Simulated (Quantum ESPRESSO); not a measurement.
## CuAu under changes of volume

One of the cells (14.556 Å³/atom); the others are scaled copies at fixed shape and fractional positions:

```
CELL_PARAMETERS angstrom
2.81075 0.00000 0.00000
0.00000 2.81075 0.00000
0.00000 0.00000 3.68500
ATOMIC_POSITIONS crystal
Au 0.00000 0.00000 0.00000
Cu 0.50000 0.50000 0.50000
```

```yaml
Program: Quantum ESPRESSO 7.5
Functional: LDA
Potentials_or_basis: GBRV 1.5 LDA
Cutoff: 762 eV
Density_cutoff: 6095 eV
k_mesh: 9 × 9 × 7
Occupations: fermi-dirac, width 0.05 eV
Spin: no spin polarisation
```

| volume (Å³/atom) | energy over the lowest point (meV/atom) | pressure (GPa) |
| --- | --- | --- |
| 13.683 | 0.00 | 1.3 |
| 13.974 | 1.04 | -2.8 |
| 14.265 | 8.93 | -6.3 |
| 14.556 | 22.78 | -9.4 |
| 14.847 | ? | ? |
| 15.139 | 65.48 | -14.3 |
| 15.430 | 93.02 | -16.3 |

Problem. What does the run at 14.847 Å³/atom give?

Solution. Energy over the lowest point 41.87 meV/atom; pressure -12.1 GPa.

Worked out: A Birch-Murnaghan fit of order 3 (a polynomial in V^(-2/3)) to the other rows has its minimum at 13.79 Å³/atom with B0 = V·E''(V) = 194 GPa and B' = 5.4 at fixed shape and positions, which overstates the stiffness. It gives 41.82 meV/atom at 14.847 Å³/atom, against the run's 41.87, and -dE/dV = -11.8 GPa, against -12.1.

Energies are extrapolated to zero smearing.
